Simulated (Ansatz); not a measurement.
**NaH: squeezing one contact**

One table from this session's results is given with a row withheld; the runs are named, their logs left out.

Method: DFT LDA, with the methods named in each step, in Ansatz 0.2.0.

1 further run of the same task is left out (it didn't finish).

### The structure to begin with

The structure is cubic, space group Fm-3m (No. 225). The conventional cell has a = 4.773 Å, b = 4.773 Å, c = 4.773 Å, α = 90.00°, β = 90.00°, γ = 90.00°. Around Na (site symmetry m-3m) lie 6 H at 2.39 Å. H (site symmetry m-3m) has 6 Na at 2.39 Å as nearest neighbours.

Structure file:

```cif
data_structure
_symmetry_space_group_name_H-M 'P 1'
_symmetry_Int_Tables_number 1
_cell_length_a 3.3749
_cell_length_b 3.3749
_cell_length_c 3.3749
_cell_angle_alpha 60.000
_cell_angle_beta 60.000
_cell_angle_gamma 60.000
_cell_volume 27.18
loop_
_atom_site_label
_atom_site_type_symbol
_atom_site_fract_x
_atom_site_fract_y
_atom_site_fract_z
_atom_site_occupancy
Na1 Na 0.00000 0.00000 0.00000 1
H1 H 0.50000 0.50000 0.50000 1
```

Atoms are numbered in the order of the input: Na1, H2.

The first run:

Input file input.yaml:

```yaml
crystal:
  lattice:
    - [0.0, 2.3864216652, 2.3864216652]
    - [2.3864216652, 0.0, 2.3864216652]
    - [2.3864216652, 2.3864216652, 0.0]
  atoms:
    - { symbol: Na, position: [0.0, 0.0, 0.0] }
    - { symbol: H, position: [0.5, 0.5, 0.5] }
kpoints:
  mp_grid: { grid: [8, 8, 8] }
scf:
  occupations: { method: fermi_dirac, width: 0.03 }
hamiltonian:
  xc: lda
  pseudopotentials: { kind: all_electron, lapw: { basis_error: 0.001 } }
output:
  forces: true
  stress: true
  eigenvalues: true
  populations: true
```

Launch:

```bash
$ ansatz run input.yaml --threads 1 --pin off --max-ram 2048MiB --backend cpu --events-out ev --progress --plain --runs-dir out
```

Among the steps run: The bond as given, LAPW; Shortest bond scaled by 1, crystal datasets; Shortest bond scaled by 0.88, LAPW; Shortest bond scaled by 0.82, LAPW; Shortest bond scaled by 0.82, crystal datasets; Shortest bond scaled by 0.76, LAPW; Shortest bond scaled by 0.7, LAPW; Shortest bond scaled by 0.7, crystal datasets.

One of the session's tables, all rows but one given; the rest of the session is left out.

```
              method  length (Å)  force along the bond (eV/Å)  pressure (GPa)  gap on the k mesh (eV)  largest force (eV/Å)
                LAPW       1.670                        2.296            5.15                    3.29                 2.296
                LAPW       1.814                        1.307            2.40                    3.36                 1.307
                LAPW       1.957                            ?               ?                       ?                     ?
                LAPW       2.100                        0.350           -0.52                    3.44                 0.350
                LAPW       2.386                        0.000           -1.31                    3.47                 0.000
                 PAW       1.670                        2.296            5.14                    3.29                 2.296
                 PAW       1.814                        1.307            2.40                    3.36                 1.307
                 PAW       1.957                        0.706            0.60                    3.41                 0.706
                 PAW       2.100                        0.351           -0.52                    3.44                 0.351
                 PAW       2.386                        0.000           -1.31                    3.47                 0.000
PAW (level accurate)       1.670                        2.296            5.14                    3.29                 2.296
    crystal datasets       1.670                        2.296            5.14                    3.29                 2.296
    crystal datasets       1.957                        0.705            0.59                    3.41                 0.705
    crystal datasets       2.386                        0.000           -1.31                    3.47                 0.000
```

Q: Estimate the row for LAPW, 1.957 from the others.

The run gave: force along the bond (eV/Å): 0.705; pressure (GPa): 0.60; gap on the k mesh (eV): 3.41; largest force (eV/Å): 0.705.

Limits of these values: Rows by PAW come from runs of the same series that aren't printed here. Warnings in the runs' records: crystal datasets made.
